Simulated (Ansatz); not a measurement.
**Ta2NS2 MXene monolayer in a perpendicular field**

Aim: how the Ta2NS2 MXene monolayer screens a field along its normal, and what the field does to its bands. A positive field points along +c.

Main program and level: Ansatz 0.2.0; plane-wave DFT, PBE-D3(BJ), Ansatz PAW (set soft_1); PAW set soft_1.

## (1) The structure

The cell holds 5 atoms: 2 S, 2 Ta and 1 N. Its edges and angles: a = 3.155 Å, b = 3.155 Å, c = 43.244 Å, α = 90.0°, β = 90.0°, γ = 120.0°. Vacuum lies along c.

## (2) Relaxing the slab

The starting cell is a guess, so the in-plane lattice and the atoms are relaxed first, with the slab cut off from its images along the normal.

Contents of input.yaml:

```yaml
crystal:
  lattice:
    - [3.15458, 0.0, 0.0]
    - [-1.57729, 2.7319464183, 0.0]
    - [0.0, 0.0, 43.2441631042]
  atoms:
    - { symbol: S, position: [0.3333333333, 0.6666666667, 0.4289596253] }
    - { symbol: Ta, position: [0.6666666667, 0.3333333333, 0.471216619], spin: 1.0 }
    - { symbol: "N", position: [0.0, 0.0, 0.5] }
    - { symbol: Ta, position: [0.3333333333, 0.6666666667, 0.528783381], spin: 1.0 }
    - { symbol: S, position: [0.6666666667, 0.3333333333, 0.5710403747] }
  periodic: [true, true, false]
magnetization:
  spin_polarized: true
kpoints:
  mp_grid: { grid: [12, 12, 1] }
hamiltonian:
  xc: pbe
  dispersion: d3bj
  pseudopotentials: { kind: paw, azcp: { folder: soft_1 } }
scf:
  occupations: { method: fermi_dirac, width: 0.05 }
  convergence: { dr2_threshold: 1.0e-09 }
relax:
  f_tol: 0.004
  max_steps: 90
  cell: {}
output:
  write_potential: true
  write_density: true
  volumetric_format: npy
```

Run with:

```console
ansatz run input.yaml --threads 2 --pin off --max-ram 3072MiB --backend cpu --events-out ev --progress --plain --runs-dir out
```

Numbers of over 12 decimals in the logs are rounded to 6 here.

Log:

```text
Warning: relax.cell: scf.convergence.dr2_threshold = 1e-9 eV is looser than the 1.91839896452e-10 eV advised for a relaxation that steers and ends on the stress (1e-10 eV for each atom of the cell: 5, times the square of relax.cell.stress_2d_tol = 0.05 N/m over 16.1 Å (the atoms' height at the walk's start and 5 Å past either face), 3.097e-2 GPa, over a crystal's default 0.05). What an SCF threshold leaves in a stress goes as its square root, and in the free energy as the threshold itself, and one threshold admits the most on a small cell: [figures from the program's tests cut] Set scf.convergence.dr2_threshold to 1.91839896452e-10 eV or tighter. [rest of the remark cut]
Engine: ansatz 0.2.0, aarch64-unknown-linux-gnu
Pseudopotentials: kind: paw
Pseudopotential: S, paw, valence charge 6, recommended cutoff 420 eV (normal), soft_1/S.paw.azcp
Pseudopotential: Ta, paw, valence charge 13, recommended cutoff 420 eV (normal), soft_1/Ta.paw.azcp
Pseudopotential: N, paw, valence charge 5, recommended cutoff 420 eV (normal), soft_1/N.paw.azcp
Functional definition: PBE
  parameter kappa = 0.804
  parameter beta = 0.066725
  exchange = pbe_x(kappa = kappa, mu = beta*pi^2/3)
  correlation = pbe_c(beta = beta)
Crystal: 5 atoms, lattice volume = 372.684 Å³
Basis set: ecut = 420 eV, 7189 PW (Γ), exchange–correlation on 48×48×600 points (8 copies of the dense FFT grid, shifted against one another)
Bands: 28, of which v1, the nominal top of the filled ones, is band 22 counted from 1 (21 counted from 0)
Symmetry: 12 space group operations
Space group: P-3m1 (ITA 164), of the structure as read, at distance tolerance 7.2e-5 Å
Magnetic group: BNS 164.85 (UNI 1315), of the structure as read, at distance tolerance 7.2e-5 Å
k-points: 19 of 144
Non-local potential: S, projectors of the file, l = 0: 2, l = 1: 2, l = 2: 1
Non-local potential: Ta, projectors of the file, l = 0: 3, l = 1: 2, l = 2: 2, l = 3: 1
Non-local potential: N, projectors of the file, l = 0: 2, l = 1: 2, l = 2: 1
PAW form: soft (Blöchl's): semilocal exchange-correlation on the pseudo side does not see the compensation charge
PAW one-centre angular grid: S, 110 points (default); XC on 64 Gauss nodes
PAW one-centre angular grid: Ta, 590 points (default); XC on 64 Gauss nodes
PAW one-centre angular grid: N, 110 points (default); XC on 64 Gauss nodes
Initial density: superposition of atomic densities (neutral atoms: chi_scale 0, normalization atom)
Starting moments: Σ|m| = 2 μB on 2 of 5 sites
Initial wavefunctions: pseudopotential atomic-orbital guess
Functional: x = pbe(κ = 0.804, μ = 0.219515), c = pbe(β = 0.066725)
SCF iter   1: F=—  HF=-22062.495523 eV  |F-HF|=—  |Δ(HF+E_count)|=         —  Δρ=2.24e-2 (↑2.24e-2 ↓1.92e-2)  dr2=7.95e0  dr2_m=1.26e-1  M=0.713 μB ∫|m|=0.878 μB  β_m=0.30  ethr=3.10e-3  ⟨swp⟩=14.7  Hψ=8582  notcnv=0
Mixer restart at iter 1: flushing history
preconditioner: auto → LDOS  [metal: Δε(μ)=0.074 eV  Ē_g=9.443 eV  σ=0.050 eV  W_gap=0.35  n_scr=26 (ndim 8)  ℏωp=10.0 eV  f_vac=0.766  D(μ)=2.51/eV (n_scr^D=14)]
spin=Collinear: LDOS preconditioning applied to the charge; magnetization (m = ρ↑ − ρ↓) channel mixes plain (no charge-response kernel on spin).
SCF iter   2: F=—  HF=-22061.325551 eV  |F-HF|=—  |Δ(HF+E_count)|=    1.17e0  Δρ=1.53e-2 (↑1.53e-2 ↓1.27e-2)  dr2=3.64e0  dr2_m=8.12e-2  M=0.554 μB ∫|m|=0.732 μB  β_m=0.58  ethr=3.10e-3  ⟨swp⟩=3.2  Hψ=2482  notcnv=0  defer=35
SCF iter   3: F=—  HF=-22060.628818 eV  |F-HF|=—  |Δ(HF+E_count)|=   6.97e-1  Δρ=2.67e-3 (↑2.67e-3 ↓2.50e-3)  dr2=4.69e-2  dr2_m=8.16e-3  M=0.231 μB ∫|m|=0.364 μB  β_m=0.62  ethr=3.10e-3  ⟨swp⟩=4.4  Hψ=2573  notcnv=0  defer=35
SCF iter   4: F=—  HF=-22060.675713 eV  |F-HF|=—  |Δ(HF+E_count)|=         —  Δρ=1.87e-3 (↑1.87e-3 ↓1.57e-3)  dr2=4.68e-3  dr2_m=8.10e-3  M=0.071 μB ∫|m|=0.147 μB  β_m=0.62  ethr=1.09e-4  ⟨swp⟩=4.4  Hψ=3047  notcnv=0  defer=24
SCF iter   5: F=—  HF=-22060.679569 eV  |F-HF|=—  |Δ(HF+E_count)|=   3.86e-3  Δρ=8.18e-4 (↑8.18e-4 ↓7.13e-4)  dr2=4.60e-4  dr2_m=1.88e-3  M=0.036 μB ∫|m|=0.081 μB  β_m=0.81  ethr=1.09e-5  ⟨swp⟩=3.4  Hψ=2443  notcnv=0  defer=24
SCF iter   6: F=—  HF=-22060.680859 eV  |F-HF|=—  |Δ(HF+E_count)|=   1.29e-3  Δρ=1.87e-4 (↑1.22e-4 ↓1.87e-4)  dr2=1.12e-4  dr2_m=6.74e-5  M=0.007 μB ∫|m|=0.020 μB  β_m=0.83  ethr=1.07e-6  ⟨swp⟩=3.5  Hψ=2625  notcnv=0  defer=24
SCF iter   7: F=—  HF=-22060.680927 eV  |F-HF|=—  |Δ(HF+E_count)|=   6.82e-5  Δρ=4.56e-5 (↑4.56e-5 ↓4.24e-5)  dr2=2.85e-6  dr2_m=5.86e-6  M=0.002 μB ∫|m|=0.006 μB  β_m=0.87  ethr=2.60e-7  ⟨swp⟩=3.6  Hψ=2511  notcnv=0  defer=24
SCF iter   8: F=—  HF=-22060.680943 eV  |F-HF|=—  |Δ(HF+E_count)|=   1.52e-5  Δρ=1.07e-5 (↑1.07e-5 ↓1.04e-5)  dr2=7.02e-7  dr2_m=2.36e-7  M=0.000 μB ∫|m|=0.001 μB  β_m=0.85  ethr=6.63e-9  ⟨swp⟩=4.4  Hψ=3094  notcnv=0  defer=24
SCF iter   9: F=—  HF=-22060.680943 eV  |F-HF|=—  |Δ(HF+E_count)|=   6.98e-7  Δρ=3.03e-6 (↑2.70e-6 ↓3.03e-6)  dr2=3.84e-8  dr2_m=2.12e-8  M=-0.000 μB ∫|m|=0.000 μB  β_m=0.88  ethr=1.63e-9  ⟨swp⟩=3.1  Hψ=2302  notcnv=0  defer=24
SCF iter  10: F=—  HF=-22060.680943 eV  |F-HF|=—  |Δ(HF+E_count)|=   1.67e-7  Δρ=7.01e-7 (↑7.01e-7 ↓5.69e-7)  dr2=1.53e-9  dr2_m=1.19e-9  M=-0.000 μB ∫|m|=0.000 μB  β_m=0.94  ethr=8.92e-11  ⟨swp⟩=3.5  Hψ=2617  notcnv=0  defer=24
SCF iter  11: F=—  HF=-22060.680943 eV  |F-HF|=—  |Δ(HF+E_count)|=   1.73e-8  Δρ=1.60e-7 (↑1.59e-7 ↓1.60e-7)  dr2=8.81e-11  dr2_m=6.36e-11  M=-0.000 μB ∫|m|=0.000 μB  β_m=0.94  ethr=3.55e-12  ⟨swp⟩=4.2  Hψ=2846  notcnv=0  defer=24
SCF iter  12: F=-22060.680943 eV  HF=-22060.680943 eV  |F-HF|=2.80e-10  |Δ(HF+E_count)|=  9.42e-10  Δρ=5.30e-8 (↑3.15e-8 ↓5.30e-8)  dr2=1.13e-11  dr2_m=3.58e-12  M=-0.000 μB ∫|m|=0.000 μB  ethr=1.00e-12  ⟨swp⟩=8.9  Hψ=8539  notcnv=0
WARN: the starting moments were not kept: the SCF closed with an absolute magnetisation of 3.1e-6 μB, where they sum to 2 μB in size (2 sites). That is at most 0.1 of that sum. Measured as dr2_m measures the in/out step, that magnetisation stands 9.4e-13 eV from none, at or under the dr2_threshold of 1.0e-9 eV: it is no larger than a step whose dr2_m would equal this threshold. The system may hold no moment; this SCF [...]
SCF 1 converged in 12 iterations: F = -22060.680943 eV  dr2 = 1.13e-11
  greatest PAW one-centre occupation: 0.999 electrons in one spin orbital (limit 2), on the Ta atom at site 3 (counted from 0), in its partial waves of l = 0
[...]
relax step   6: F+E_penalty+E_count = -22061.47957444 eV  Δ(F+E_penalty+E_count) = -1.837e-5 eV  max|allowed force component| = 8.053e-4 eV/Å  Δτ_max = 0.0010 Å  P = +0.006 N/m  Ω = 403.427 Å³  energy of the carried Pulay correction = -3.772e-3 eV  fix = [c, alpha, beta]  reactions: c +0.000 N/m  (7 SCF iters, accepted)
[...]
relax step   7: F+E_penalty+E_count = -22061.48566249 eV  Δ(F+E_penalty+E_count) = -6.088e-3 eV  max|allowed force component| = 1.284e-3 eV/Å  Δτ_max = 0.0000 Å  P = +0.111 N/m  Ω = 403.427 Å³  fix = [c, alpha, beta]  reactions: c +0.000 N/m  stress off target by 1.11e-1 N/m on what of the cell is left free  SCF on the basis re-selected at this cell (its energy is not comparable with the rows above)  (7 SCF iters)
[...]
relax step   8: F+E_penalty+E_count = -22061.48564836 eV  Δ(F+E_penalty+E_count) = +1.413e-5 eV  max|allowed force component| = 2.399e-3 eV/Å  Δτ_max = 0.0011 Å  P = -0.000 N/m  Ω = 403.768 Å³  energy of the carried Pulay correction = -4.039e-5 eV  fix = [c, alpha, beta]  reactions: c -0.000 N/m  (8 SCF iters, accepted)
iter 1 solved again at ethr=9.09e-7 eV; its pass at ethr=3.10e-3 eV (dr2=3.91e-4 eV) is discarded
SCF iter   1: F=—  HF=-22061.485828 eV  |F-HF|=—  |Δ(HF+E_count)|=         —  Δρ=2.40e-6 (↑2.39e-6 ↓2.40e-6)  dr2=1.58e-8  dr2_m=7.33e-13  M=-0.000 μB ∫|m|=0.000 μB  β_m=0.65  ethr=9.09e-7  ⟨swp⟩=6.4  Hψ=14575  notcnv=0
eigensolver tolerance schedule: the retry pair's looser diagonalisation over-reported the residual by 24797.22 of it (diagonalisation noise at an unbounded share of the residual, at the tolerance the schedule requests for it); recorded, not acted on — ethr = c·dr2/N_el stays at c = 1.0e-1
preconditioner: auto → Resta (q_TF=auto, 1.878 Å⁻¹)  ε∞=2.1  [insulator: Δε(μ)=0.179 eV  Ē_g=9.006 eV  σ=0.050 eV  W_gap=0.61  n_scr=24 (ndim 8)  ℏωp=9.6 eV  f_vac=0.787  D(μ)=1.11/eV (n_scr^D=8)  ε∞_Penn≈2.1  vacuum switching on, ρ_ref=5.9e-3 e/Å³]
spin=Collinear: Resta preconditioning applied to the charge; magnetization (m = ρ↑ − ρ↓) channel mixes plain (no charge-response kernel on spin).
SCF iter   2: F=—  HF=-22061.485674 eV  |F-HF|=—  |Δ(HF+E_count)|=   1.54e-4  Δρ=1.04e-6 (↑1.04e-6 ↓1.04e-6)  dr2=3.32e-8  dr2_m=1.91e-13  M=-0.000 μB ∫|m|=0.000 μB  β_m=0.30  ethr=3.66e-11  ⟨swp⟩=7.4  Hψ=5145  notcnv=0
SCF iter   3: F=—  HF=-22061.485666 eV  |F-HF|=—  |Δ(HF+E_count)|=   8.05e-6  Δρ=1.16e-6 (↑1.16e-6 ↓1.16e-6)  dr2=4.35e-9  dr2_m=2.75e-13  M=-0.000 μB ∫|m|=0.000 μB  β_m=0.52  ethr=3.66e-11  ⟨swp⟩=3.4  Hψ=1716  notcnv=0
SCF iter   4: F=-22061.485688 eV  HF=-22061.485678 eV  |F-HF|=9.94e-6  |Δ(HF+E_count)|=   1.16e-5  Δρ=6.48e-7 (↑6.47e-7 ↓6.48e-7)  dr2=8.07e-10  dr2_m=1.05e-13  M=-0.000 μB ∫|m|=0.000 μB  ethr=2.33e-12  ⟨swp⟩=15.6  Hψ=11099  notcnv=0
the starting moments were not kept: the SCF closed with an absolute magnetisation of 4.6e-7 μB, where they sum to 2 μB in size (2 sites). That is at most 0.1 of that sum. Measured as dr2_m measures the in/out step, that magnetisation stands 2.4e-14 eV from none, at or under the dr2_threshold of 1.0e-9 eV: it is no larger than a step whose dr2_m would equal this threshold.
SCF 9 converged in 4 iterations: F = -22061.485688 eV  dr2 = 8.07e-10
relax step   9: F+E_penalty+E_count = -22061.48568798 eV  Δ(F+E_penalty+E_count) = -3.962e-5 eV  max|allowed force component| = 2.403e-3 eV/Å  Δτ_max = 0.0000 Å  P = -0.000 N/m  Ω = 403.768 Å³  fix = [c, alpha, beta]  reactions: c -0.000 N/m  stress off target by 2.56e-4 N/m on what of the cell is left free  SCF on the basis re-selected at this cell (its energy is not comparable with the rows above)  (4 SCF iters)
basis re-selected at this cell: Δ(F+E_penalty+E_count) = -3.962e-5 eV, ΔP = +0.000 N/m vs the last step (what re-selecting the basis moved, of the pressure what is left beyond the Pulay correction that the steps carried, after the strain that the cell walked since its last selection, with what the two solves' SCF thresholds leave and, on support functions, any second-order correction that the steps lacked; it is no m [...]
WARN: The input density's exchange-correlation potential varies sharply where the density is thin. Do not read a vacuum level from v_tot or v_xc, or from such a field of the output density. On a cell that repeats whose density bears no net charge and no dipole along the vacuum's axis use v_es (v_loc + v_h of the components); under efield.dipole_correction with no amplitude use v_es + v_field, which holds any external [...]
SCF converged after 4 iterations
Magnetization: -0.0000 μB (21.5000 up, 21.5000 down)
Absolute magnetization: 0.0000 μB (∫|ρ↑−ρ↓|, with the PAW one-centre terms)
Spin contamination: 0.0000 ħ² per cell (⟨S²⟩ above its minimum at these occupations)
Per-site moments (μB) at R_I (Å): [(4.213051166501151e-8, 1.020576), (-4.9827478116213106e-8, 0.912137), (1.0165905328819084e-7, 0.912137), (-4.9827478124350135e-8, 0.912137), (4.213051171462313e-8, 1.020576)]
Free energy (F): -22061.485688 eV
Harris-Foulkes:  -22061.485678 eV  (|F-HF|=9.94e-6)
Internal energy: -22061.476225 eV  (E = F + TS)
E sigma→0 (E₀):  -22061.480957 eV
Entropy (-TS):   -0.009463 eV (-1.893 meV/atom)
Fermi energy:    -5.045759 eV
--- Per-component energies (eV) ---
  E_band       = -1099.804445
  E_kinetic    = 1128.516302
  E_local      = -158995.414171  (includes V_loc(G=0)·N_el)
  E_nonlocal   = 82.634084
  E_hartree    = 78820.164602
  E_xc         = -881.261139
  E_vxc        = -710.145104  (∫ρ·V_xc dr)
  E_paw        = -17954.533913  (= ΣΔE_a)
  E_vpaw       = -245.720552  (= ΣTr[D̂ρ^β])
  E_aug_tail   = 0.001040  (compensation charges beyond the density's cutoff)
  E_ewald      = 75740.142732
  E_disp       = -1.725761  (pairwise vdW)
  E_smearing   = -0.009463  (= −TS)
  E_closure    = 0.000000  (closes the sum)
  Σ components = -22061.485688   (vs F -22061.485688, Δ=0.00e0)
--- Forces (eV/Å), atoms counted from 1 ---
  atom   1  S      0.00000000    -0.00000000    -0.00190200
  atom   2  Ta    -0.00000000     0.00000000     0.00240277
  atom   3  N     -0.00000000    -0.00000000     0.00000000
  atom   4  Ta     0.00000000    -0.00000000    -0.00240277
  atom   5  S     -0.00000000     0.00000000     0.00190200
  max |Σ_I F_I| component: 1.73e-17 eV/Å
--- 2D stress c σ (N/m, compression-positive) ---
       -0.000256       0.000000       0.000000
        0.000000      -0.000256       0.000000
        0.000000       0.000000      -0.000000
  P = ½ c Tr σ = -0.0003 N/m
--- Band table (eV; the first three rows and the last of 38) ---
  k-point 0 ↑: bands = [... 18 lower, -6.4421, -6.4421, -6.1902, -6.1902, -5.4278, -4.3938, -3.6266, -3.6266, ... 2 higher]
  k-point 1 ↑: bands = [... 18 lower, -7.1962, -6.9687, -6.2013, -5.6748, -5.1869, -4.0947, -3.6371, -3.5008, ... 2 higher]
  k-point 2 ↑: bands = [... 18 lower, -7.4655, -7.3065, -6.7694, -5.2403, -4.7974, -3.8548, -3.2424, -3.0243, ... 2 higher]
  k-point 18 ↓: bands = [... 18 lower, -8.9352, -8.9352, -5.2237, -5.2237, -4.5485, -2.4951, -2.4951, -2.0980, ... 2 higher]
  the weakly bound empty levels are not read free of the cell's end (no_gap_told)
--- Relaxed structure (7 steps of the walk, 7 accepted, 2 SCFs on fresh bases) ---
  F+E_penalty+E_count = -22061.48568798 eV   max|allowed force component| = 2.403e-3 eV/Å   (the final SCF, on the basis selected at the relaxed cell)
  cell:  # Å, volume = 403.7678 Å³
    - [3.283498, 0, 0]
    - [-1.641749, 2.843593, 0]
    - [0, 0, 43.2441631042]
  atoms:
    - { symbol: S, position: [0.333333, 0.666667, 0.436913] }
    - { symbol: Ta, position: [0.666667, 0.333333, 0.473677] }
    - { symbol: N, position: [0, 0, 0.500000] }
    - { symbol: Ta, position: [0.333333, 0.666667, 0.526323] }
    - { symbol: S, position: [0.666667, 0.333333, 0.563087] }
```

Run time: 2.8 min. Hardware: 2 threads of Arm Neoverse V1, shared host; peak memory 0.83 GiB; 5.5 min of CPU time.

Relaxation path:

| step | energy less that of the first step (eV) | largest force component (eV/Å) | volume (Å³) |
| --- | --- | --- | --- |
| 1 | 0.0000 | 2.4079 | 372.68 |
| 2 | -0.5307 | 0.9267 | 376.64 |
| 3 | -0.7526 | 0.9837 | 406.64 |
| 4 | -0.7960 | 0.1654 | 401.47 |
| 5 | -0.7986 | 0.0128 | 403.47 |
| 6 | -0.7986 | 0.0008 | 403.43 |
| 7* | -0.8047 | 0.0013 | 403.43 |
| 8 | -0.8047 | 0.0024 | 403.77 |
| 9* | -0.8047 | 0.0024 | 403.77 |

Relaxation steps marked * repeat the geometry before them on a plane-wave basis chosen anew for their cell, so energy and pressure can jump there.

Forces are held to the 12 operations that the run works with; a distortion that breaks them can't arise in this run.

| cell as run | before | after | change |
| --- | --- | --- | --- |
| a (Å) | 3.155 | 3.283 | +4.1 % |
| b (Å) | 3.155 | 3.283 | +4.1 % |

The atoms that moved most (Å, along periodic axes as changes of fractional coordinates times the final cell, across vacuum about the mean position):

| atom | dx | dy | dz | length |
| --- | --- | --- | --- | --- |
| S5 | 0.000 | 0.000 | -0.344 | 0.344 |
| S1 | 0.000 | 0.000 | 0.344 | 0.344 |
| Ta4 | 0.000 | 0.000 | -0.106 | 0.106 |
| Ta2 | 0.000 | 0.000 | 0.106 | 0.106 |

The relaxed structure:

```cif
data_structure
_symmetry_space_group_name_H-M 'P 1'
_symmetry_Int_Tables_number 1
_cell_length_a 3.2835
_cell_length_b 3.2835
_cell_length_c 43.2442
_cell_angle_alpha 90.000
_cell_angle_beta 90.000
_cell_angle_gamma 120.000
_cell_volume 403.77
loop_
_atom_site_label
_atom_site_type_symbol
_atom_site_fract_x
_atom_site_fract_y
_atom_site_fract_z
_atom_site_occupancy
S1 S 0.33333 0.66667 0.43691 1
Ta2 Ta 0.66667 0.33333 0.47368 1
N3 N 0.00000 0.00000 0.50000 1
Ta4 Ta 0.33333 0.66667 0.52632 1
S5 S 0.66667 0.33333 0.56309 1
```

This step gave:

```yaml
energy_at_zero_smearing: -22061.4810 eV
```

The lattice constant a goes from 3.155 to 3.283 Å.

(Part 1 of 2 ends here.)

[Logs are printed without paths, hosts, clocks, repeated set-up lines and the standing remarks that a program may print on its own settings, such as how far it seeks lower states.]

[Hosts, paths, dates, database ids (printed as entryN), source tags and the programs' standing remarks are cut or masked in the printed files.]

[Maps of the electrostatic potential energy from Ansatz leave out the sawtooth potential of an applied field or a dipole correction, so their vacuum need not be flat; planar profiles and work functions include it.]
